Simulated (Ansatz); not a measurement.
Wanted: the native input for an Ansatz 0.2.0 run.

* Task: single point
* Functional: PBE
* Potentials or basis: Ansatz PAW
* Cutoff: 420 eV (not typed: the program's choice for these potentials)
* k mesh: 8 × 8 × 8
* Occupations: gaussian, width 0.02 eV
* Spin: no spin polarisation

The system is InP.

```
In P
1.0
     0.00000    2.76883    2.76883
     2.76883    0.00000    2.76883
     2.76883    2.76883    0.00000
In P
1 1
Direct
  0.00000 0.00000 0.00000
  0.50000 0.50000 0.50000
```

Measurements of this composition are mostly on another form, of space group No. 216.

The input as run:

input.yaml

```yaml
crystal:
  lattice:
    - [0.0, 2.768834, 2.768834]
    - [2.768834, 0.0, 2.768834]
    - [2.768834, 2.768834, 0.0]
  atoms:
    - { symbol: In, position: [0.0, 0.0, 0.0] }
    - { symbol: P, position: [0.5, 0.5, 0.5] }
hamiltonian:
  xc: pbe
  pseudopotentials: { kind: paw }
kpoints:
  mp_grid: { grid: [8, 8, 8] }
scf:
  occupations: { method: gaussian, width: 0.02 }
output:
  forces: true
  stress: true
  eigenvalues: true
```

Potentials or basis: Ansatz PAW.

The run is started by

```console
$ ansatz run input.yaml --threads 2 --pin off --max-ram 5632MiB --backend cpu --events-out ev --progress --plain --runs-dir out
```

Results of the run:

```yaml
Pressure: -0.1 GPa
Band_gap_on_the_k_mesh: none (metal or under the smearing width)
```

Wall time 0.68 s on 2 threads of Arm Neoverse V2 (shared host), peak memory 0.29 GiB.
